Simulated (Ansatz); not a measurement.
Input and command of a plane-wave DFT calculation in Ansatz:

```yaml
crystal:
  lattice:
    - [3.6786320249, 0.0, 0.0]
    - [-1.8393160125, 3.1857887847, 0.0]
    - [0.0, 0.0, 6.3418199252]
  atoms:
    - { symbol: Si, position: [0.3333333333, 0.6666666667, 0.0630908785] }
    - { symbol: Si, position: [0.6666666667, 0.3333333333, 0.5630908785] }
    - { symbol: Si, position: [0.3333333333, 0.6666666667, 0.4369091215] }
    - { symbol: Si, position: [0.6666666667, 0.3333333333, 0.9369091215] }
basis:
  ecutwfc: 500
kpoints:
  mp_grid: { grid: [12, 12, 4] }
hamiltonian:
  xc: r2scan
scf:
  occupations: { method: gaussian, width: 0.05 }
output:
  forces: true
  stress: true
  eigenvalues: true
```

```bash
ansatz run input.yaml --threads 2 --pin off --max-ram 5120MiB --backend cpu --events-out ev --progress --plain --runs-dir out
```

Processor: Intel(R) Xeon(R) 6975P-C (Granite Rapids), 2 threads, on a host shared with other jobs.

Question: How long does it run, and how much memory does it take?

Answer: About 1.8 s on 2 threads of Intel(R) Xeon(R) 6975P-C (Granite Rapids), with other jobs on the host, peak memory 0.54 GiB. It solves 12 bands at 57 k points (the mesh reduced by symmetry) with about 1919 plane waves, in 6 SCF iterations.
